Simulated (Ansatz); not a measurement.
Computed with DFT PBE, scalar-relativistic, plane waves, PAW (Ansatz). Settings: cutoff 420 eV, Γ-centred meshes spaced at most about 0.3 Å⁻¹, and about 0.25 Å⁻¹ or finer for metals (2π included), Gaussian smearing. No spin polarisation in the final relaxations.

Temperature and zero-point effects are left out.

Compare these two cells of Ge, each relaxed at this level.

A.

```
CELL_PARAMETERS angstrom
3.67322 -4.40093 0.00000
3.67322 4.40093 0.00000
0.00000 0.00000 4.65865
ATOMIC_POSITIONS crystal
Ge 0.60570 0.39430 0.30755
Ge 0.89430 0.10570 0.30755
Ge 0.39430 0.60570 0.69245
Ge 0.10570 0.89430 0.69245
Ge 0.75000 0.75000 0.00000
Ge 0.25000 0.25000 0.00000
```

B.

```
CELL_PARAMETERS angstrom
6.41240 0.00000 0.00000
-3.20620 5.55330 0.00000
0.00000 0.00000 3.96763
ATOMIC_POSITIONS crystal
Ge 0.61910 0.61910 0.16667
Ge 0.38090 0.00000 0.50000
Ge 0.00000 0.38090 0.83333
Ge 0.00000 0.61910 0.33333
Ge 0.38090 0.38090 0.66667
Ge 0.61910 0.00000 0.00000
```

Question: Which is lower in energy, and by how much?

Answer: B is lower, by 103 meV/atom. A has space group Cmme (No. 67), 25.1 Å³/atom and no gap on its mesh; B has space group P6_122 (No. 178), 23.5 Å³/atom and no gap. Counting all near atoms (those within 1.25 times the shortest such distance or 1.15 times the sum of covalent radii), A and B both have Ge 4. The denser one is the lower, and pressure would at first widen the difference. Both come from invented guesses. A third cell relaxed alike, in R-3m, lies 117 meV/atom below the lower of the two. The part of the Crystallography Open Database at hand lists Ge in space groups No. 64, 96, 227; no cell shown has one of them.

The zero gap of P6_122 may come from the functional, which often closes small gaps. Cells relaxed within their symmetry can be saddle points.
